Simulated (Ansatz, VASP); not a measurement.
This is a calculation of Pt for VASP 6.6.1.

File INCAR:

```
ALGO = Normal
EDIFF = 1E-7
ENCUT = 520
GGA = PE
ISIF = 2
ISMEAR = -1
LASPH = T
LCHARG = F
LREAL = F
LWAVE = F
NBANDS = 11
NELM = 100
PREC = Accurate
SIGMA = 0.05
```

File KPOINTS:

```
k-points
0
Gamma
  12 12 12
```

The input POSCAR:

```
Pt
1.0
   -1.5179230000      1.6125670000      1.5726580000
    1.5843750000     -1.5912150000      1.6177570000
    1.5235780000      1.5968700000     -1.5513060000
Pt
1
Direct
   -0.0123120000     -0.0088610000     -0.0124860000
```

Potentials or basis: VASP PAW PBE potentials, release 64 (Pt).

The run is started by

```sh
$ cat potpaw_PBE.64/Pt/POTCAR > POTCAR
$ mpirun -np 1 vasp_std > vasp.out
```

Task: Translate it to Ansatz 0.2.0. Potentials there: Ansatz PAW.

Result: As run (the cutoff follows the program's own potentials):

File input.yaml:

```yaml
crystal:
  lattice:
    - [-1.517923, 1.612567, 1.572658]
    - [1.584375, -1.591215, 1.617757]
    - [1.523578, 1.59687, -1.551306]
  atoms:
    - { symbol: Pt, position: [-0.012312, -0.008861, -0.012486] }
hamiltonian:
  xc: pbe
  pseudopotentials: { kind: paw }
kpoints:
  mp_grid: { grid: [12, 12, 12] }
scf:
  occupations: { method: fermi_dirac, width: 0.05 }
output:
  forces: true
  stress: true
  eigenvalues: true
```

Potentials or basis: Ansatz PAW.

Launch:

```console
$ ansatz run input.yaml --threads 2 --pin off --max-ram 5120MiB --backend cpu --events-out ev --progress --plain --runs-dir out
```

Both were run:

|  | VASP | Ansatz | Ansatz less VASP |
| --- | --- | --- | --- |
| gap on the k mesh at the Fermi level (eV) | none | none | - |
| pressure (GPa) | -1.3 | -0.8 | +0.46 |
| largest component of the traceless stress (GPa) | 5.91 | 5.97 | +0.059 |

A gap of «none» marks a metal or a gap that the smearing closes. The two sets of potentials don't hold the same shells in valence.

The runs have no spin-orbit coupling, so splittings on Pt are missing.
